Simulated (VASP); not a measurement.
Input of a VASP 6.6.1 run:

The input INCAR:

```
SYSTEM = Gd
ALGO = Normal
EDIFF = 1E-7
ENCUT = 520
GGA = PE
ISIF = 2
ISMEAR = 0
ISPIN = 2
LASPH = .True.
LCHARG = .False.
LMAXMIX = 6
LORBIT = 11
LREAL = .False.
LWAVE = .False.
MAGMOM = 7 -7
NBANDS = 29
NELM = 100
PREC = Accurate
SIGMA = 0.1
```

The input KPOINTS:

```
k-points
0
Gamma
  15 15 8
  0 0 0
```

File POSCAR:

```
Gd                                      
1.0
    3.6165869577      0.0000000000      0.0000000000
   -1.8082934789      3.1320561823     -0.0000000000
    0.0000000000     -0.0000000000      5.8037238250
  Gd            
     2
Direct
     0.3333333300000021    0.6666666699999979    0.2500000000000000
     0.6666666699999979    0.3333333300000021    0.7500000000000000
```

File KPOINTS_OPT:

```
path GMKGALHA,LM,KH
20
line-mode
reciprocal
 0.0000000000  0.0000000000  0.0000000000  G
 0.5000000000  0.0000000000  0.0000000000  M

 0.5000000000  0.0000000000  0.0000000000  M
 0.3333333333  0.3333333333  0.0000000000  K

 0.3333333333  0.3333333333  0.0000000000  K
 0.0000000000  0.0000000000  0.0000000000  G

 0.0000000000  0.0000000000  0.0000000000  G
 0.0000000000  0.0000000000  0.5000000000  A

 0.0000000000  0.0000000000  0.5000000000  A
 0.5000000000  0.0000000000  0.5000000000  L

 0.5000000000  0.0000000000  0.5000000000  L
 0.3333333333  0.3333333333  0.5000000000  H

 0.3333333333  0.3333333333  0.5000000000  H
 0.0000000000  0.0000000000  0.5000000000  A

 0.5000000000  0.0000000000  0.5000000000  L
 0.5000000000  0.0000000000  0.0000000000  M

 0.3333333333  0.3333333333  0.0000000000  K
 0.3333333333  0.3333333333  0.5000000000  H
```

Potentials or basis: VASP PAW PBE potentials, release 64 (Gd).

The run is started by

```sh
$ cat potpaw_PBE.64/Gd/POTCAR > POTCAR
$ mpirun -np 1 vasp_std > vasp.out
```

Q: What does it give for the pressure?

A: 0.0 GPa.

Q: What does it give for the net moment?

A: 0.00 μB per cell.

 The state reached can hang on the start; a lower one may exist.
